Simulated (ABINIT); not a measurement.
HfO2:

```
Hf O
1.0
     5.21946    0.00000    0.00000
     0.00000    5.00476    0.00000
     0.00000    0.00000    5.03269
Hf O
4 8
Cartesian
  0.1723 1.3387 1.2151
  2.4375 1.3387 3.7314
  2.7820 3.6661 1.2151
  5.0472 3.6661 3.7314
  1.9201 0.3571 1.9087
  0.6896 0.3571 4.4251
  3.8308 2.3028 2.4776
  3.9984 2.3028 4.9939
  1.3886 2.7020 4.9939
  1.2211 2.7020 2.4776
  4.5298 4.6477 1.9087
  3.2994 4.6477 4.4251
```

Measurements of this composition are mostly on another form, of space group No. 14.

| Item | Value |
| --- | --- |
| Program | ABINIT 10.8.3 (patched build) |
| Task | relaxation of cell and atoms |
| Functional | LDA |
| Potentials or basis | PseudoDojo NC SR LDA v0.4.1 standard |
| Cutoff | 1143 eV |
| k mesh | 5 × 5 × 5 |
| Occupations | fermi-dirac, width 0.05 eV |
| Spin | no spin polarisation |

At the start: pressure -10.6 GPa; volume 10.96 Å³/atom.

Question: How do energy, volume and symmetry change on relaxing?

Answer: Over 7 steps the energy falls by 15.4 meV/atom and the volume is 10.51 Å³/atom (-4.1 %); space group Pca2_1 (No. 29, to 0.05 Å).

Step by step:
```tsv
step	energy change (eV)	largest force (eV/Å)	pressure (GPa)	volume (Å³)
1	0.0000	0.1491	-10.61	131.46
2	-0.1724	0.1346	-2.16	127.24
3	-0.1806	0.1038	0.12	126.19
4	-0.1816	0.0919	0.15	126.16
5	-0.1835	0.0702	0.03	126.14
6	-0.1838	0.0591	-0.01	126.14
7	-0.1843	0.0343	-0.04	126.13
```

Final structure:
```cif
data_structure
_symmetry_space_group_name_H-M 'P 1'
_symmetry_Int_Tables_number 1
_cell_length_a 5.1440
_cell_length_b 4.9443
_cell_length_c 4.9590
_cell_angle_alpha 90.000
_cell_angle_beta 90.000
_cell_angle_gamma 90.000
_cell_volume 126.13
loop_
_atom_site_label
_atom_site_type_symbol
_atom_site_fract_x
_atom_site_fract_y
_atom_site_fract_z
_atom_site_occupancy
Hf1 Hf 0.03285 0.26810 0.24290 1
Hf2 Hf 0.46715 0.26810 0.74290 1
Hf3 Hf 0.53285 0.73190 0.24290 1
Hf4 Hf 0.96715 0.73190 0.74290 1
O1 O 0.36799 0.07222 0.37976 1
O2 O 0.13201 0.07222 0.87976 1
O3 O 0.73482 0.45955 0.49034 1
O4 O 0.76518 0.45955 0.99034 1
O5 O 0.26518 0.54045 0.99034 1
O6 O 0.23482 0.54045 0.49034 1
O7 O 0.86799 0.92778 0.37976 1
O8 O 0.63201 0.92778 0.87976 1
```
